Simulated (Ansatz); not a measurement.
# Si4F: the cost of one run

Method: DFT PBE, scalar-relativistic, plane waves, PAW, in Ansatz 0.2.0.

2 further runs of the same task are left out: 2 set aside as unsound or not needed.

## 1. The structure to begin with

Symmetry: P3m1, No. 156, trigonal system. Conventional cell: a = 3.868 Å, b = 3.868 Å, c = 19.437 Å, α = 90.00°, β = 90.00°, γ = 120.00°. Around Si (site symmetry 3m) lie 3 Si at 2.37 Å. Si (site symmetry 3m) is surrounded by 4 Si at 2.37 to 2.50 Å. Si (site symmetry 3m) is surrounded by 3 F at 2.23 Å and 4 Si at 2.33 to 2.50 Å. Si (site symmetry 3m) has 3 Si at 2.33 Å and 3 F at 2.34 Å as nearest neighbours. Around F (site symmetry 3m) lie 6 Si at 2.23 to 2.34 Å.

As a file:

```
Si F
1.0
     3.86754    0.00000    0.00000
    -1.93377    3.34938    0.00000
     0.00000    0.00000   19.43730
Si F
4 1
Direct
  0.33333 0.66667 0.20579
  0.00000 0.00000 0.24641
  0.00000 0.00000 0.37487
  0.66667 0.33333 0.40835
  0.33333 0.66667 0.37200
```

## 2. F at a grid point over the surface, its height relaxed

The input, input.yaml:

```yaml
crystal:
  lattice:
    - [3.8675355481, 0.0, 0.0]
    - [-1.9337677741, 3.3493840347, 0.0]
    - [0.0, 0.0, 19.4372968034]
  atoms:
    - { symbol: Si, position: [0.3333333333, 0.6666666667, 0.2057899326] }
    - { symbol: Si, position: [0.0, 0.0, 0.2464055283] }
    - { symbol: Si, position: [0.0, 0.0, 0.3748662348] }
    - { symbol: Si, position: [0.6666666667, 0.3333333333, 0.4083539436] }
    - { symbol: F, position: [1.3333333333, 0.6666666667, 0.3720040867], spin: 1.0 }
basis:
  ecutwfc: 420
kpoints:
  mp_grid: { grid: [9, 9, 1] }
hamiltonian:
  xc: pbe
  pseudopotentials: { kind: paw, azcp: { folder: soft_1 } }
scf:
  occupations: { method: gaussian, width: 0.05 }
output:
  forces: true
  eigenvalues: true
  populations: true
magnetization:
  spin_polarized: true
relax:
  adjacent_minimum: "off"
  f_tol: 0.025
  max_steps: 16
  constraints: [{ sites: [0, 1, 2, 3] }, { sites: [4], fix: xy }]
efield:
  axis: 3
  dipole_correction: true
  ramp_width: 0.04
```

Run with:

```bash
$ ansatz run input.yaml --threads 1 --pin off --max-ram 3072MiB --backend cpu --events-out ev --progress --plain --runs-dir out
```

What time and memory should one allow on 1 thread of Arm Neoverse V1, shared host?

About 2.9 min, with a peak of 0.44 GiB.
